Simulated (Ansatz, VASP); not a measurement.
Two plane-wave programs on CuAu

File INCAR:

```
SYSTEM = CuAu
PREC = Accurate ; ENCUT = 520
EDIFF = 1E-6 ; ISMEAR = -1
SIGMA = 0.05 ; LREAL = .FALSE.
LASPH = .TRUE. ; NELM = 80
ALGO = Normal ; ISIF = 2
LWAVE = .FALSE. ; LCHARG = .FALSE.
GGA = PE ; NBANDS = 18
```

Contents of KPOINTS:

```
Automatic mesh
0
G
  9 9 7
  0 0 0
```

POSCAR

```
CuAu
1.0
    2.8293642325      0.0000000000      0.0000000000
    0.0000000000      2.8293642325      0.0000000000
    0.0000000000      0.0000000000      3.7094046847
Au Cu
1 1
Direct
    0.0000000000      0.0000000000      0.0000000000
    0.5000000000      0.5000000000      0.5000000000
```

File input.yaml:

```yaml
crystal:
  lattice:
    - [2.8293642325, 0.0, 0.0]
    - [0.0, 2.8293642325, 0.0]
    - [0.0, 0.0, 3.7094046847]
  atoms:
    - { symbol: Au, position: [0.0, 0.0, 0.0] }
    - { symbol: Cu, position: [0.5, 0.5, 0.5] }
hamiltonian:
  xc: pbe
  pseudopotentials: { kind: paw }
kpoints:
  mp_grid: { grid: [9, 9, 7] }
scf:
  occupations: { method: fermi_dirac, width: 0.05 }
output:
  forces: true
  stress: true
  eigenvalues: true
```

Alike in both runs: task single point; functional PBE; k mesh 9 × 9 × 7; occupations fermi-dirac, width 0.05 eV; no spin polarisation.

|  | VASP | Ansatz |
| --- | --- | --- |
| version | VASP 6.6.1 | Ansatz 0.2.0 |
| potentials or method | VASP PAW PBE potentials, release 64 (Au, Cu) | Ansatz PAW |
| plane-wave cutoff (eV) | 520 | 420 |
| valence electrons in the cell | 22 | 38 |

VASP gave:

- gap on the k mesh at the Fermi level (eV): none
- pressure (GPa): 1.3
- largest component of the traceless stress (GPa): 0.20

Task: Which values does Ansatz return?

Result: gap on the k mesh at the Fermi level (eV): none; pressure (GPa): 1.4; largest component of the traceless stress (GPa): 0.28.

A gap of «none» marks a metal or a gap that the smearing closes. With one functional, cell and mesh, what is left measures potentials, basis and numerics. The two sets of potentials don't hold the same shells in valence.

Spin-orbit coupling is left out, which matters for the levels of Au.
